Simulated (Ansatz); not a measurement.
Ti3O4:

```
CELL_PARAMETERS angstrom
-2.06591 2.06591 4.08913
2.06591 -2.06591 4.08913
2.06591 2.06591 -4.08913
ATOMIC_POSITIONS crystal
Ti 0.75000 0.25000 0.50000
Ti 0.50000 0.50000 0.00000
Ti 0.25000 0.75000 0.50000
O 0.75588 0.75588 0.00000
O 0.50000 0.00000 0.50000
O 0.24412 0.24412 0.00000
O 0.00000 0.50000 0.50000
```

The cell comes from a database or a generator and needn't be the stable form of this composition.

Base run:

| Quantity | Value |
| --- | --- |
| Program | Ansatz 0.2.0 |
| Functional | PBEsol |
| Potentials or basis | Ansatz PAW |
| Cutoff | 420 eV (not typed: the program's choice for these potentials) |
| k mesh | 9 × 9 × 9 |
| Occupations | fermi-dirac, width 0.05 eV |
| Spin | no spin polarisation |
| Hubbard terms | Ti d U = 6 eV |

Its results: band gap on the k mesh none (metal or under the smearing width); pressure 4.3 GPa; largest force 0.006 eV/Å.

The run is repeated on the same cell with these changes: hubbard terms from Ti d U = 6 eV to Ti d U = 4 eV. What comes out?

Band gap on the k mesh none (metal or under the smearing width); pressure 0.0 GPa; largest force 0.064 eV/Å.

Caveats: U without spin polarisation on a metal has little footing; the PAW data sets come from PBE, with cores solved anew for the run's functional, which leaves a small shift of forces and pressure.
